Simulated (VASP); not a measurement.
# HgSe (F-43m) in VASP: single point with r2SCAN

Aim: the single point of HgSe with r2SCAN.

All numbers are computed with VASP 6.6.1; they aren't measurements. Logs are shortened: lines on timing, memory, paths and dates and some standing lists are left out, and cuts for length are marked.

### 1 The structure

Symmetry: F-43m, No. 216, cubic system. Conventional cell: a = 6.072 Å, b = 6.072 Å, c = 6.072 Å, α = 90.00°, β = 90.00°, γ = 90.00°. Hg (site symmetry -43m) has 4 Se at 2.63 Å as nearest neighbours. Se (site symmetry -43m) has 4 Hg at 2.63 Å as nearest neighbours.

### 2 Single point, r2SCAN

Input file POSCAR:

```
HgSe
1.0
    0.0000000000      3.0360000000      3.0360000000
    3.0360000000      0.0000000000      3.0360000000
    3.0360000000      3.0360000000      0.0000000000
Hg Se
1 1
Direct
    0.0000000000      0.0000000000      0.0000000000
    0.7500000000      0.7500000000      0.7500000000
```

Input file INCAR.step1:

```
SYSTEM = HgSe
PREC = Accurate ; ENCUT = 520
ISMEAR = 0 ; SIGMA = 0.1
LREAL = .False. ; LASPH = .True.
NELM = 100 ; NBANDS = 16
GGA = PE ; ALGO = Normal
EDIFF = 1E-4 ; LWAVE = .True.
LCHARG = .False.
```

Input file INCAR.step2:

```
SYSTEM = HgSe
PREC = Accurate ; ENCUT = 520
EDIFF = 1E-6 ; ISMEAR = 0
SIGMA = 0.1 ; LREAL = .False.
LASPH = .True. ; NELM = 100
ALGO = Normal ; ISIF = 2
LWAVE = .False. ; LCHARG = .False.
METAGGA = R2SCAN ; LMIXTAU = .True.
NBANDS = 16 ; ISTART = 1
```

Input file KPOINTS:

```
regular mesh
0
Gamma
  6 6 6
  0 0 0
```

Potentials or basis: VASP PAW PBE potentials, release 64 (Hg, Se).

Started as:

```console
$ cat potpaw_PBE.64/Hg/POTCAR potpaw_PBE.64/Se/POTCAR > POTCAR
$ cp INCAR.step1 INCAR
$ mpirun -np 1 vasp_std > vasp.out
$ cp INCAR.step2 INCAR
$ mpirun -np 1 vasp_std > vasp.out
```

OUTCAR:

```text
SYSTEM = HgSe
   PREC = Accurate
   ENCUT = 520
   EDIFF = 1E-6
   ISMEAR = 0
   LREAL = .False.
   LASPH = .True.
   NELM = 100
   ISIF = 2
   METAGGA = R2SCAN
   ISTART = 1

 ion  position               nearest neighbor table
   1  0.000  0.000  0.000-   2 2.63   2 2.63   2 2.63   2 2.63
   2  0.750  0.750  0.750-   1 2.63   1 2.63   1 2.63   1 2.63

  LATTYP: Found a face centered cubic cell.
 ALAT       =     6.0720000000

  Lattice vectors:

 A1 = (   0.0000000000,   3.0360000000,   3.0360000000)
 A2 = (   3.0360000000,   0.0000000000,   3.0360000000)
 A3 = (   3.0360000000,   3.0360000000,   0.0000000000)

Analysis of symmetry for initial positions (statically):
=====================================================================
 Subroutine PRICEL returns:
 Original cell was already a primitive cell.

 Routine SETGRP: Setting up the symmetry group for a
 face centered cubic supercell.

 Subroutine GETGRP returns: Found 24 space group operations
 (whereof 24 operations were pure point group operations)
 out of a pool of 48 trial point group operations.

The static configuration has the point symmetry T_d .

Analysis of symmetry for dynamics (positions and initial velocities):
=====================================================================
 Subroutine PRICEL returns:
 Original cell was already a primitive cell.

 Routine SETGRP: Setting up the symmetry group for a
 face centered cubic supercell.

 Subroutine GETGRP returns: Found 24 space group operations
 (whereof 24 operations were pure point group operations)
 out of a pool of 48 trial point group operations.

The dynamic configuration has the point symmetry T_d .

 Subroutine INISYM returns: Found 24 space group operations
 (whereof 24 operations are pure point group operations),
 and found     1 'primitive' translations

----------------------------------------------------------------------------------------

                                     Primitive cell

  volume of cell :      55.9674

  direct lattice vectors                    reciprocal lattice vectors
     0.000000000  3.036000000  3.036000000    -0.164690382  0.164690382  0.164690382
     3.036000000  0.000000000  3.036000000     0.164690382 -0.164690382  0.164690382
     3.036000000  3.036000000  0.000000000     0.164690382  0.164690382 -0.164690382

  length of vectors
     4.293552375  4.293552375  4.293552375     0.285252109  0.285252109  0.285252109

[... 71 lines left out ...]
   EDIFF  = 0.1E-05   stopping-criterion for ELM
   LREAL  =      F    real-space projection
   EDIFFG = 0.1E-04   stopping-criterion for IOM
   NSW    =      0    number of steps for IOM
   IBRION =     -1    ionic relax: 0-MD 1-quasi-New 2-CG
   NFREE  =      0    steps in history (QN), initial steepest desc. (CG)
   ISIF   =      2    stress and relaxation
   ISYM   =      2    0-nonsym 1-usesym 2-fastsym
   POTIM  = 0.5000    time-step for ionic-motion
   TEBEG  =    0.0;   TEEND  =   0.0 temperature during run
   PSTRESS=    0.0 pullay stress
   NELECT =      18.0000    total number of electrons
   NUPDOWN=      -1.0000    fix difference up-down
   EMIN   =  10.00;   EMAX   =-10.00  energy-range for DOS
   EFERMI =   0.00;   METHOD = LEGACY
   ISMEAR =     0;   SIGMA  =   0.10  broadening in eV -4-tet -1-fermi 0-gaus
   EFERMI_NEDOS =   21; number of points for ismear=-14 and -15
   IALGO  =     38    algorithm
   IMIX   =      4    mixing-type and parameters
     AMIX     =   0.40;   BMIX     =  1.00
     AMIX_MAG =   1.60;   BMIX_MAG =  1.00
  volume/ion in A,a.u.               =      27.98       188.84
  Fermi-wavevector in a.u.,A,eV,Ry     =   1.121641  2.119594 17.117200  1.258079
  Thomas-Fermi vector in A             =   2.258296
   LORBIT       =      0    0 simple, 1 ext, 2 COOP (PROOUT), +10 PAW based schemes
   METAGGA = R2SCAN    functional components
   LHFCALC =     F    Hartree Fock is set to
   AEXX    =    0.0000 exact exchange contribution
   IVDW    =     0    specifies the selected vdW correction
   LEPSILON=     F    determine dielectric tensor
   LRPA    =     F    only Hartree local field effects (RPA)
 non-spin polarized calculation
 Gauss-broadening in eV      SIGMA  =   0.10
  energy-cutoff  :      520.00
  volume of cell :       55.97
 maximum number of plane-waves:      1527
   NGX = 15   NGY = 15   NGZ = 15

 number of electron      18.0000004 magnetization

 Free energy of the ion-electron system (eV)
  ---------------------------------------------------
  ext. energy  EPLUGINS =         0.00000000
  ---------------------------------------------------
  free energy    TOTEN  =       -64.10803194 eV

  energy without entropy =      -64.10731745  energy(sigma->0) =      -64.10767470

 E-fermi :   1.5473     XC(G=0):  -9.6761

 val. band max:        1.5168757161   @ k =   0.0000   0.0000   0.0000
 cond. band min:       2.5777298551   @ k =   0.1667   0.0000   0.0000
 fundamental gap:      1.0608541391
 Fermi energy:         1.5473347475

 k-point     1 :       0.0000    0.0000    0.0000
  band No.  band energies     occupation
      1     -12.4774      2.00000
      2      -5.9421      2.00000
      3      -5.9421      2.00000
      4      -5.9421      2.00000
      5      -5.1365      2.00000
      6      -5.1365      2.00000
[... 281 lines left out ...]
      3      -5.4901      2.00000
      4      -5.3231      2.00000
      5      -5.0989      2.00000
      6      -4.5507      2.00000
[... 8 lines left out ...]
     15      14.6793      0.00000
     16      14.7766      0.00000

------------------------ aborting loop because EDIFF is reached ----------------------------------------

  FORCE on cell =-STRESS in cart. coord.  units (eV):
  Direction    XX          YY          ZZ          XY          YZ          ZX
  --------------------------------------------------------------------------------------
  -------------------------------------------------------------------------------------
  Total        1.2027382      1.2027382      1.2027382     -0.0000000      0.0000000     -0.0000000
  in kB       34.4307419     34.4307419     34.4307419     -0.0000000      0.0000000     -0.0000000
  external PRESSURE =      34.4307419 kB  Pullay stress =       0.0000000 kB

 VOLUME and BASIS-vectors are now :
 -----------------------------------------------------------------------------
  energy-cutoff  :      520.00
  volume of cell :       55.97
      direct lattice vectors                 reciprocal lattice vectors
     0.000000000  3.036000000  3.036000000    -0.164690382  0.164690382  0.164690382
     3.036000000  0.000000000  3.036000000     0.164690382 -0.164690382  0.164690382
     3.036000000  3.036000000  0.000000000     0.164690382  0.164690382 -0.164690382

 POSITION                                       TOTAL-FORCE (eV/Angst)
 -----------------------------------------------------------------------------------
      0.00000      0.00000      0.00000        -0.000000     -0.000000     -0.000000
      4.55400      4.55400      4.55400         0.000000      0.000000      0.000000
 -----------------------------------------------------------------------------------
    total drift:                                0.000001      0.000001      0.000001

  FREE ENERGIE OF THE ION-ELECTRON SYSTEM (eV)
  ---------------------------------------------------
  free  energy   TOTEN  =       -64.1080319416 eV

  energy  without entropy=      -64.1073174522  energy(sigma->0) =      -64.10767470
```

It took 35 s on 1 thread of Intel Xeon Platinum 8559C (Emerald Rapids), shared host; peak memory 0.18 GiB.

What came out:

* Free energy: -64.1080 eV
* Pressure: 3.4 GPa
* Band gap on the k mesh: none (metal or under the smearing width)

Caveat: the PAW data sets were made with another functional, which shifts forces and pressure a little.
